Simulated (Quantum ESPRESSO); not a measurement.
The system is Re.

```
Re
1.0
     2.76639    0.00000    0.00000
    -1.38319    2.39576    0.00000
     0.00000    0.00000    8.93885
Re
4
Direct
  0.66667 0.33333 0.75000
  0.00000 0.00000 0.50000
  0.33333 0.66667 0.25000
  0.00000 0.00000 0.00000
```

```yaml
Program: Quantum ESPRESSO 7.5
Task: single point
Functional: PBEsol
Potentials_or_basis: GBRV 1.5 PBEsol
Cutoff: 612 eV
Density_cutoff: 4898 eV
k_mesh: 11 × 11 × 3
Occupations: fermi-dirac, width 0.05 eV
Spin: no spin polarisation
```

On this cell: pressure -6.8 GPa; largest force under 0.003 eV/Å; band gap on the k mesh none (metal or under the smearing width).

The same run follows on a disturbed copy (atoms moved at random, drawn with an rms of 0.05 Å):

```
CELL_PARAMETERS angstrom
2.76639 0.00000 0.00000
-1.38319 2.39576 0.00000
0.00000 0.00000 8.93885
ATOMIC_POSITIONS crystal
Re 0.67781 0.34543 0.74777
Re 0.98591 0.98710 0.49875
Re 0.33384 0.64301 0.24877
Re 0.01188 0.01044 0.99654
```

What does the disturbed cell give?

The energy (extrapolated to zero smearing) moves by +5.5 meV/atom; pressure -6.7 GPa; largest force 0.320 eV/Å; band gap on the k mesh none (metal or under the smearing width).

Forces in eV/Å, atoms in the order of the input:
```
Re  -0.061 -0.169  0.071
Re   0.209  0.090 -0.175
Re  -0.161  0.259 -0.096
Re   0.013 -0.180  0.200
```

Stress tensor (GPa, compression positive):
```
-7.51  0.23  0.04
 0.23 -5.94 -0.06
 0.04 -0.06 -6.59
```
